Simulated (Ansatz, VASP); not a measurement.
**One calculation of BN, two programs**

```xyz
2
Lattice="0.0000 1.8130 1.8130 1.8130 0.0000 1.8130 1.8130 1.8130 0.0000" Properties=species:S:1:pos:R:3 pbc="T T T"
B     0.0000    0.0000    0.0000
N     2.7772    2.6618    2.6618
```

Change from the starting cell: all N atoms moved +0.100 Å, as atom 2 towards its neighbour atom 1 (B) at 1.570 Å.

Alike in both runs: task single point; functional PBE; k mesh 12 × 12 × 12; occupations gaussian, width 0.05 eV; no spin polarisation.

|  | VASP | Ansatz |
| --- | --- | --- |
| version | VASP 6.6.1 | Ansatz 0.2.0 |
| potentials or method | VASP PAW PBE potentials, release 64 (B, N) | scalar-relativistic, plane waves, PAW |
| plane-wave cutoff (eV) | 520 | 420 |
| valence electrons in the cell | 8 | 8 |

```tsv
	VASP	Ansatz	Ansatz less VASP
gap on the k mesh at the Fermi level (eV)	3.86	3.87	+0.012
least direct gap on the mesh (eV)	7.86	7.87	+0.008
pressure (GPa)	3.2	3.0	-0.19
largest component of the traceless stress (GPa)	3.37	3.25	-0.118
rms of the force components (eV/Å)	1.688	1.681	-0.0064
```

Atom by atom the forces differ by 0.006 eV/Å (rms over components). With one functional, cell and mesh, what is left measures potentials, basis and numerics.

Caveats: forces of over 1 eV/Å show positions far from the minimum, so gaps and moduli don't describe the material at rest. A k mesh can miss the band edges.
